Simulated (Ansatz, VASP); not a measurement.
## One calculation of Na, two programs

Contents of INCAR:

```
SYSTEM = Na
PREC = Accurate
ENCUT = 520
EDIFF = 1E-6
ISMEAR = 0
SIGMA = 0.15
LREAL = .False.
LASPH = .True.
NELM = 100
ALGO = Fast
ISIF = 2
LWAVE = .False.
LCHARG = .True.
GGA = PS
LELF = .True.
LVHAR = .True.
NBANDS = 10
```

File KPOINTS:

```
Automatic mesh
0
Gamma
  18 18 18
  0 0 0
```

The input POSCAR:

```
Na
1.0
   -2.3769330413      2.3769330413      1.6804916602
    2.3769330413     -2.3769330413      1.6804916602
    2.3769330413      2.3769330413     -1.6804916602
Na
1
Direct
    0.0000000000      0.0000000000      0.0000000000
```

Input for Ansatz:

```yaml
crystal:
  lattice:
    - [-2.3769330413, 2.3769330413, 1.6804916602]
    - [2.3769330413, -2.3769330413, 1.6804916602]
    - [2.3769330413, 2.3769330413, -1.6804916602]
  atoms:
    - { symbol: Na, position: [0.0, 0.0, 0.0] }
basis:
  ecutwfc: 420
kpoints:
  mp_grid: { grid: [18, 18, 18] }
hamiltonian:
  xc: pbesol
scf:
  occupations: { method: gaussian, width: 0.15 }
output:
  forces: true
  stress: true
  eigenvalues: true
```

Alike in both runs: task single point; functional PBEsol; k mesh 18 × 18 × 18; occupations gaussian, width 0.15 eV; no spin polarisation.

```csv
,VASP,Ansatz
version,VASP 6.6.1,Ansatz 0.2.0
potentials or method,"VASP PAW PBE potentials, release 64 (Na_pv)","scalar-relativistic, plane waves, PAW"
plane-wave cutoff (eV),520,420
valence electrons in the cell,7,9
```

```tsv
	VASP	Ansatz	Ansatz less VASP
gap on the k mesh at the Fermi level (eV)	none	none	-
pressure (GPa)	0.0	-0.1	-0.08
largest component of the traceless stress (GPa)	1.64	1.64	-0.001
```

A gap of «none» marks a metal or a gap that the smearing closes. The two sets of potentials don't hold the same shells in valence.

Caveats: the PAW data sets were made with another functional, which shifts forces and pressure a little (VASP).
